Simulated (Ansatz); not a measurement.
CsBr: pressure against volume

CsBr, Pm-3m, a = 4.323 Å. Ansatz: r2SCAN, PAW, 500 eV, Γ-centred 6×6×6 mesh on 2 atoms, Gaussian smearing 0.02 eV; no spin polarisation. Symmetry fixes shape and atoms, so the cell is only scaled; pressure is positive in compression.

| V (Å³/atom) | P (GPa) |
| --- | --- |
| 35.538 | ? |
| 36.749 | 1.87 |
| 37.961 | 1.14 |
| 39.172 | 0.52 |
| 40.384 | 0.01 |
| 41.595 | -0.41 |
| 42.807 | -0.76 |
| 44.422 | -1.14 |

Question: Take V0 = 40.384 Å³/atom, count pressures from its P0 = 0.01 GPa, fit the third-order Birch–Murnaghan form to the other rows, and predict the missing pressure.

Answer: With the Eulerian strain f = ½[(V0/V)^(2/3) − 1] and y = (P − P0)/[3f(1 + 2f)^(5/2)], the form is the line y = B0 + 1.5 B0 (B0′ − 4) f. Rows (f, y): 0.03245, 16.33; 0.02106, 16.13; 0.01026, 15.75; -0.00975, 15.08; -0.01905, 14.85; -0.03078, 14.60. Means f = 0.0006983, y = 15.457; Σ(Δf)² = 0.003004, ΣΔfΔy = 0.08713; the slope is their ratio. y = 15.44 + 29.00 f GPa, so B0 = 15.4 GPa and B0′ = 4 + 2 × (29.00)/(3 × 15.44) = 5.25. At V = 35.538, f = 0.04448, y = 16.730 and P = 2.77 GPa. The run gave 2.76 GPa, so the fit is 0.01 GPa too high, a small miss on the scale of the series.